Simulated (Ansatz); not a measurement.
Fe:

```xyz
1
Lattice="-1.4430 1.4430 1.4430 1.4430 -1.4430 1.4430 1.4430 1.4430 -1.4430" Properties=species:S:1:pos:R:3 pbc="T T T"
Fe    0.0000    0.0000    0.0000
```

Base run:

* Program: Ansatz 0.2.0
* Functional: PBEsol
* Potentials or basis: Ansatz PAW
* Cutoff: 420 eV (not typed: the program's choice for these potentials)
* k mesh: 13 × 13 × 13
* Occupations: fermi-dirac, width 0.05 eV
* Spin: collinear spin, ferromagnetic start
* Starting moments: [3.0] μB

Its results: band gap on the k mesh none (metal or under the smearing width); pressure -17.9 GPa; net moment 2.26 μB per cell; site moments Fe +2.31 μB.

Task: After a change of settings the same cell gave: band gap on the k mesh none (metal or under the smearing width); pressure -3.3 GPa; net moment 2.30 μB per cell; site moments Fe +2.37 μB. Which change was it?
A. functional from PBEsol to HSE03; k mesh from 13 × 13 × 13 to 7 × 7 × 7
B. functional from PBEsol to RPBE; occupations from fermi-dirac, width 0.05 eV to gaussian, width 0.1 eV
C. functional from PBEsol to PBE0; k mesh from 13 × 13 × 13 to 7 × 7 × 7
D. functional from PBEsol to revPBE

Result: B.

Caveats: the PAW data sets come from PBE, with cores solved anew for the run's functional, which leaves a small shift of forces and pressure; so large a pressure means that the cell lies far from this level's equilibrium, or that cutoff or potentials fall short (some runs).

Runs at the PBE level aren't shown here.
